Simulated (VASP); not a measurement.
## AlN: relaxation of cell and atoms with PBE

AlN:

```xyz
2
Lattice="0.0000 2.1840 2.1840 2.1840 0.0000 2.1840 2.1840 2.1840 0.0000" Properties=species:S:1:pos:R:3 pbc="T T T"
Al    0.0000    0.0000    0.0000
N     3.2760    3.2760    3.2760
```

Measurements of this composition are mostly on another form, of space group No. 186.

```
Program                : VASP 6.6.1
Task                   : relaxation of cell and atoms
Functional             : PBE
Potentials or basis    : VASP PAW PBE potentials, release 64 (Al, N)
Cutoff                 : 520 eV
k mesh                 : 4 × 4 × 4
Occupations            : gaussian, width 0.02 eV
Spin                   : no spin polarisation
Further INCAR settings : ALGO = Normal; EDIFF = 1e-07; IBRION = 2; EDIFFG = -0.002; NSW = 80; ISIF = 3
```

- Relaxed volume: 10.66 Å³/atom
- Relaxed cell: a = 3.112 Å, b = 3.112 Å, c = 3.112 Å, α = 60.00°, β = 60.00°, γ = 60.00°
- Space group after relaxing (to 0.05 Å): F-43m (No. 216)
- Energy gained by relaxing: 3.4 meV/atom
- Ionic steps: 3
- Pressure after relaxing: 0.0 GPa
- Band gap on the k mesh: 3.28 eV, indirect (least direct gap 3.98 eV)

Step by step:
```
step  energy change (eV)  largest force (eV/Å)  pressure (GPa)  volume (Å³)
   1              0.0000                0.0000            4.64        20.83
   2             -0.0014                0.0000           -3.86        21.76
   3             -0.0068                0.0000            0.00        21.31
```

Final structure:
```yaml
crystal:
  lattice:
    - [0.00000, 2.20065, 2.20065]
    - [2.20065, 0.00000, 2.20065]
    - [2.20065, 2.20065, 0.00000]
  atoms:
    - { symbol: Al, position: [0.00000, 0.00000, 0.00000] }
    - { symbol: N, position: [0.75000, 0.75000, 0.75000] }
```

Levels at points of the mesh, in eV from the valence-band top:
```
           k point  band 2  band 3  band 4  band 5  band 6  band 7
(0.00, 0.00, 0.00)    0.00    0.00    0.00    3.98   12.31   12.31
(0.50, 0.00, 0.00)   -5.77   -0.48   -0.48    7.15    9.70   10.98
(0.50, 0.50, 0.00)   -4.85   -1.76   -1.76    3.28    8.45   13.65
```

It took 5.9 s on 1 thread of Intel(R) Xeon(R) Platinum 8259CL CPU @ 2.50GHz (Skylake/Cascade Lake), with other jobs on the host, peak memory 0.13 GiB.

Caveat: the k mesh is coarse (spacing up to 0.62 Å⁻¹), so the values aren't converged. A hybrid or GW would open this gap; PBE tends to underestimate it.
